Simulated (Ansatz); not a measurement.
## TiO$_{2}$ (I4_1/amd), generalised stacking fault

Level of theory: DFT r2SCAN+U, scalar-relativistic, plane waves, PAW in Ansatz 0.2.0. Cutoff 500 eV, Γ-centred 6×6×3 k-points, Gaussian smearing of 0.05 eV. U_eff on d shells: Ti 4 eV. No spin polarisation. Energies are free energies at this smearing, counted from the undisturbed cell; pressure is positive in compression.

Reference structure (relaxed at this level):

```xyz
12
Lattice="-2.6848 2.6848 0.0202 -2.6848 -2.6848 0.0202 0.0724 0.0000 9.6599" Properties=species:S:1:pos:R:3 pbc="T T T"
Ti   -0.6078   -0.6712    8.4574
Ti   -3.3288   -0.6712    3.6477
Ti   -2.0045    0.6712    1.2226
Ti   -4.6531    0.6712    6.0727
O    -0.6653   -0.6712    0.7888
O    -3.3139   -0.6712    5.6389
O    -1.9470    0.6712    8.8913
O    -4.6680    0.6712    4.0815
O    -3.3437   -0.6712    1.6564
O    -3.3075    2.0136    6.4864
O    -1.9534   -2.0136    8.0438
O    -1.9896    0.6712    3.2138
```

The cut lies on the cell's a–b face, a (0 0 1) plane (indices in the standard cell, whose axes needn't be the Cartesian ones shown) of area 14.42 Å², between layers 1.57 Å apart. Vector c is tilted by f times 1·a − 1·b (length 5.370 Å) with the atoms' Cartesian places fixed: one unrelaxed fault a cell.

```csv
f,γ (mJ/m²),"shear traction, the slope of γ along the slip (GPa)",gap on the mesh (eV)
0.0000,0,0.0,3.16
0.0833,603,25.8,2.99
0.1667,2078,36.0,2.45
0.2500,3491,?,?
0.3333,4253,9.3,1.58
0.5000,4257,0.0,1.54
```

By symmetry 0.6667 repeats 0.3333, 0.8333 repeats 0.1667 in energy, with the opposite slope along the path.

(1) Give the withheld values.

## Answers

(1) shear traction, the slope of γ along the slip (GPa) at f = 0.2500: 25.0; gap on the mesh (eV) at f = 0.2500: 1.88.

Cost: 6 runs of about 9.9 core-minutes in all, on Arm Neoverse V2 (shared hosts).